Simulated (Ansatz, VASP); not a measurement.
**BAs: VASP beside Ansatz**

INCAR

```
ALGO     = Normal         # electronic algorithm
EDIFF    = 1E-6           # SCF threshold, eV
ENCUT    = 520            # plane-wave cutoff, eV
GGA      = CA             # functional
ISIF     = 2              # what is computed and relaxed
ISMEAR   = 0              # smearing method
LASPH    = T              # aspherical terms in the spheres
LCHARG   = F              # write CHGCAR
LREAL    = F              # projectors in reciprocal space
LWAVE    = F              # write WAVECAR
NBANDS   = 11             # bands
NELM     = 60             # most SCF steps
PREC     = Accurate       # precision mode
SIGMA    = 0.05           # smearing width, eV
```

KPOINTS

```
k-points
0
Gamma
  10 10 10
```

File POSCAR:

```
BAs
1.0
    0.0000000000      2.3885000000      2.2929600000
    2.3885000000      0.0000000000      2.2929600000
    2.3885000000      2.3885000000      0.0000000000
B As
1 1
Direct
    0.0000000000      0.0000000000      0.0000000000
    0.7500000000      0.7500000000      0.7500000000
```

Input for Ansatz:

```yaml
crystal:
  lattice:
    - [0.0, 2.3885, 2.29296]
    - [2.3885, 0.0, 2.29296]
    - [2.3885, 2.3885, 0.0]
  atoms:
    - { symbol: B, position: [0.0, 0.0, 0.0] }
    - { symbol: As, position: [0.75, 0.75, 0.75] }
basis:
  ecutwfc: 420
kpoints:
  mp_grid: { grid: [10, 10, 10] }
hamiltonian:
  xc: lda
scf:
  occupations: { method: gaussian, width: 0.05 }
output:
  forces: true
  stress: true
  eigenvalues: true
  write_density: true
  write_potential: true
  elf: true
  volumetric_format: npy
```

Change from the starting cell: strain +0.000 along x and y, -0.040 along z, atoms carried along.

Alike in both runs: task single point; functional LDA; k mesh 10 × 10 × 10; occupations gaussian, width 0.05 eV; no spin polarisation.

|  | VASP | Ansatz |
| --- | --- | --- |
| version | VASP 6.6.1 | Ansatz 0.2.0 |
| potentials or method | VASP PAW LDA potentials, release 64 (B, As) | scalar-relativistic, plane waves, PAW |
| plane-wave cutoff (eV) | 520 | 420 |
| valence electrons in the cell | 8 | 18 |

```tsv
	VASP	Ansatz	Ansatz less VASP
gap on the k mesh at the Fermi level (eV)	0.47	0.48	+0.008
least direct gap on the mesh (eV)	2.88	2.88	+0.003
pressure (GPa)	2.9	1.9	-1.01
largest component of the traceless stress (GPa)	5.47	5.51	+0.038
```

The two sets of potentials don't hold the same shells in valence.
